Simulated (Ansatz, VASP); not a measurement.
Two plane-wave programs on MgI2

Contents of INCAR:

```
PREC = Accurate ; ENCUT = 520
EDIFF = 1E-7 ; ISMEAR = 0
SIGMA = 0.05 ; LREAL = F
LASPH = T ; NELM = 60
ALGO = Normal ; ISIF = 2
LWAVE = F ; LCHARG = F
GGA = PE ; NBANDS = 15
```

File KPOINTS:

```
Automatic mesh
0
Gamma
  6 6 4
```

POSCAR

```
MgI2
1.0
    4.2707668538      0.0000000000      0.0000000000
   -2.1353834269      3.6985925890      0.0000000000
    0.0000000000      0.0000000000      6.4909649688
Mg I
1 2
Direct
    0.0000000000      0.0000000000      0.0000000000
    0.3333333333      0.6666666667      0.7576300000
    0.6666666667      0.3333333333      0.2423700000
```

Input for Ansatz:

```yaml
crystal:
  lattice:
    - [4.2707668538, 0.0, 0.0]
    - [-2.1353834269, 3.698592589, 0.0]
    - [0.0, 0.0, 6.4909649688]
  atoms:
    - { symbol: Mg, position: [0.0, 0.0, 0.0] }
    - { symbol: I, position: [0.3333333333, 0.6666666667, 0.75763] }
    - { symbol: I, position: [0.6666666667, 0.3333333333, 0.24237] }
basis:
  ecutwfc: 420
kpoints:
  mp_grid: { grid: [6, 6, 4] }
hamiltonian:
  xc: pbe
scf:
  occupations: { method: gaussian, width: 0.05 }
output:
  forces: true
  stress: true
  eigenvalues: true
```

Alike in both runs: task single point; functional PBE; k mesh 6 × 6 × 4; occupations gaussian, width 0.05 eV; no spin polarisation.

```csv
,VASP,Ansatz
version,VASP 6.6.1,Ansatz 0.2.0
potentials or method,"VASP PAW PBE potentials, release 64 (Mg, I)","scalar-relativistic, plane waves, PAW"
plane-wave cutoff (eV),520,420
valence electrons in the cell,16,44
```

```csv
,VASP,Ansatz,Ansatz less VASP
gap on the k mesh at the Fermi level (eV),3.12,3.14,+0.018
least direct gap on the mesh (eV),3.14,3.15,+0.017
pressure (GPa),1.2,1.2,+0.05
largest component of the traceless stress (GPa),1.66,1.65,-0.009
rms of the force components (eV/Å),0.097,0.101,+0.0045
```

Atom by atom the forces differ by 0.005 eV/Å (rms over components). The functional is the same, so the differences come from potentials, cutoffs and numerics. The two sets of potentials don't hold the same shells in valence.

Caveats: spin-orbit coupling is left out, which moves the levels of the heavy elements; this functional lacks dispersion, which binds the layers, so the pressure and a relaxed spacing across them are unreliable. A k mesh can miss the band edges. As with any semilocal functional, this PBE gap is likely too small.
